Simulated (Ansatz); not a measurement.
# SiO2: the cost of one run

Computed with Ansatz 0.2.0 (DFT PBE, scalar-relativistic, plane waves, PAW, unless a step's input says otherwise).

## Step 1: The starting structure

Symmetry: I-42d, No. 122, tetragonal system. Conventional cell: a = 5.027 Å, b = 5.027 Å, c = 7.379 Å, α = 90.00°, β = 90.00°, γ = 90.00°. Around Si (site symmetry -4) lie 4 O at 1.63 Å. O (site symmetry 2) has 2 Si at 1.63 Å as nearest neighbours.

As a file:

```xyz
6
Lattice="-2.5134 2.5134 3.6894 2.5134 -2.5134 3.6894 2.5134 2.5134 -3.6894" Properties=species:S:1:pos:R:3 pbc="T T T"
Si    0.0000    0.0000    0.0000
Si    0.0000    2.5134    1.8447
O     1.2567    2.9759    2.7670
O     0.4625    1.2567    0.9223
O    -1.2567    2.0509    2.7670
O    -0.4625    3.7701    0.9223
```

It is the result of an earlier relaxation at this level (volume 15.54 Å³/atom; gap on the mesh: 5.73 eV).

## Step 2: The cell scaled to 0.97 of its volume

File input.yaml:

```yaml
crystal:
  lattice:
    - [-2.4879802422, 2.4879802422, 3.6521210918]
    - [2.4879802422, -2.4879802422, 3.6521210918]
    - [2.4879802422, 2.4879802422, -3.6521210918]
  atoms:
    - { symbol: Si, position: [0.0, 0.0, 0.0] }
    - { symbol: Si, position: [0.75, 0.25, 0.5] }
    - { symbol: O, position: [0.96701124, 0.625, 0.84201124] }
    - { symbol: O, position: [0.375, 0.21701124, 0.34201124] }
    - { symbol: O, position: [0.78298876, 0.125, 0.15798876] }
    - { symbol: O, position: [0.875, 0.03298876, 0.65798876] }
basis:
  ecutwfc: 420
kpoints:
  mp_grid: { grid: [6, 6, 6] }
hamiltonian:
  xc: pbe
scf:
  occupations: { method: gaussian, width: 0.02 }
output:
  forces: true
  stress: true
  eigenvalues: true
relax:
  adjacent_minimum: "off"
  f_tol: 0.01
  max_steps: 30
  cell: { stress_tol: 0.1, fix: [volume] }
```

**Question.** How long does this run take on 1 thread of an Arm CPU, shared host, and how much memory does it need?

About 33 s, with a peak of 0.33 GiB.
